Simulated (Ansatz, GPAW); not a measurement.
CaO: programs and potentials compared

```
CELL_PARAMETERS angstrom
0.00000 2.40356 2.40356
2.40356 0.00000 2.40356
2.40356 2.40356 0.00000
ATOMIC_POSITIONS crystal
Ca 0.00000 0.00000 0.00000
O 0.50000 0.50000 0.50000
```

The cell is a database's computed one, not the measured one.

Alike in all runs: task density of states; functional PBE; k mesh 10 × 10 × 10; occupations fermi-dirac, width 0.1 eV; no spin polarisation; no spin-orbit coupling. Pressure is positive in compression and, in plane waves, holds the error of the finite cutoff, which Ansatz's Pulay term estimates and takes out.

```tsv
program and potentials	plane-wave cutoff (eV)	notes	band gap (eV)	pressure (GPa)
Ansatz, Ansatz PAW	420	Pulay term of +0.41 GPa included	3.66	1.61
GPAW, GPAW PAW data sets (gpaw-data 1.2.1)	800	-	3.69	2.16
Ansatz, all-electron LAPW, scalar-relativistic	-	-	3.65	1.60
```

The band gap spans 3.65 (Ansatz, all-electron LAPW, scalar-relativistic) to 3.69 eV (GPAW, GPAW PAW data sets (gpaw-data 1.2.1)), with all-electron results at 3.65. The pressure spans 1.60 (Ansatz, all-electron LAPW, scalar-relativistic) to 2.16 GPa (GPAW, GPAW PAW data sets (gpaw-data 1.2.1)), with all-electron results at 1.60. The gap is indirect and read on the mesh alone.

The functional is the same throughout but for its coding, so the spread measures potentials, basis and numerics; runs on potential files found faulty are left out.
